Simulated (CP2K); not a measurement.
The system is Nb.

```
Nb
1.0
     2.88205    0.00000    0.00000
    -0.96068    2.71722    0.00000
    -0.96068   -1.35861    2.35318
Nb
1
Direct
  0.00000 0.00000 0.00000
```

Program: CP2K 2026.2. Alike in all runs: task single point; potentials or basis POTENTIAL_UZH Nb GTH-PBE-q13; TZVP-MOLOPT-PBE-GTH basis; no spin polarisation; cell as given; k mesh 11 × 11 × 11; smearing fermi-dirac 0.05 eV.

**Question.** Order these runs on this cell by their pressure, lowest first.
A. level vdW-DF-cx; cutoff of the non-local correlation (Ry) 300
B. level revPBE
C. level LDA
D. level TPSS

**Answer.** C (-9.6 GPa), A (-5.8 GPa), D (-3.1 GPa), B (0.8 GPa).

Caveats: the potentials were made for another functional, which shifts forces and pressure; the basis of atomic orbitals isn't converged, which shifts pressures, moduli and gaps.

Runs at the PBE level aren't shown here.
